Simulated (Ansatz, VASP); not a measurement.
# Two plane-wave programs on Sc

File INCAR:

```
PREC = Accurate
ENCUT = 520
EDIFF = 1E-7
ISMEAR = 0
SIGMA = 0.1
LREAL = F
LASPH = T
NELM = 80
ALGO = Normal
ISIF = 2
LWAVE = F
LCHARG = F
GGA = PS
NBANDS = 12
```

The input KPOINTS:

```
regular mesh
0
Gamma
  16 16 16
```

Contents of POSCAR:

```
Sc
1.0
   -1.9171848622      1.9171848622      1.9171848622
    1.9171848622     -1.9171848622      1.9171848622
    1.9171848622      1.9171848622     -1.9171848622
Sc
1
Direct
    0.0000000000      0.0000000000      0.0000000000
```

Input for Ansatz:

```yaml
crystal:
  lattice:
    - [-1.9171848622, 1.9171848622, 1.9171848622]
    - [1.9171848622, -1.9171848622, 1.9171848622]
    - [1.9171848622, 1.9171848622, -1.9171848622]
  atoms:
    - { symbol: Sc, position: [0.0, 0.0, 0.0] }
basis:
  ecutwfc: 420
kpoints:
  mp_grid: { grid: [16, 16, 16] }
hamiltonian:
  xc: pbesol
scf:
  occupations: { method: gaussian, width: 0.1 }
output:
  forces: true
  stress: true
  eigenvalues: true
```

Alike in both runs: task single point; functional PBEsol; k mesh 16 × 16 × 16; occupations gaussian, width 0.1 eV; no spin polarisation.

|  | VASP | Ansatz |
| --- | --- | --- |
| version | VASP 6.6.1 | Ansatz 0.2.0 |
| potentials or method | VASP PAW PBE potentials, release 64 (Sc_sv) | scalar-relativistic, plane waves, PAW |
| plane-wave cutoff (eV) | 520 | 420 |
| valence electrons in the cell | 11 | 11 |

```tsv
	VASP	Ansatz	Ansatz less VASP
gap on the k mesh at the Fermi level (eV)	none	none	-
pressure (GPa)	-7.1	-7.1	0.00
```

A gap of «none» marks a metal or a gap that the smearing closes. The functional is the same, so the differences come from potentials, cutoffs and numerics.

Caveats: the PAW data sets were made with another functional, which shifts forces and pressure a little (VASP).
